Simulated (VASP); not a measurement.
Ti: equation of state with LDA

Ti:

```
CELL_PARAMETERS angstrom
-1.58165 1.58165 1.58165
1.58165 -1.58165 1.58165
1.58165 1.58165 -1.58165
ATOMIC_POSITIONS crystal
Ti 0.00000 0.00000 0.00000
```

This isn't the form of Ti at room conditions, which is hcp.

* Program: VASP 6.6.1
* Task: equation of state
* Functional: LDA
* Potentials or basis: VASP PAW LDA potentials, release 64 (Ti_sv)
* Cutoff: 520 eV
* k mesh: 10 × 10 × 10
* Occupations: fermi-dirac, width 0.05 eV
* Spin: no spin polarisation

```
Equilibrium volume                      : 15.84 Å³/atom
Bulk modulus                            : 119 GPa
Pressure derivative of the bulk modulus : 3.1 (rough: it moves with the points fitted)
```

Energy against volume, from the lowest point:
```csv
volume (Å³/atom),energy (meV/atom)
15.194,10.18
15.510,2.55
15.827,0.00
16.143,2.17
16.460,8.65
```

All runs of the series together: 32 s on 1 thread of AMD EPYC 7R13 Processor (Zen 3), with other jobs on the host.
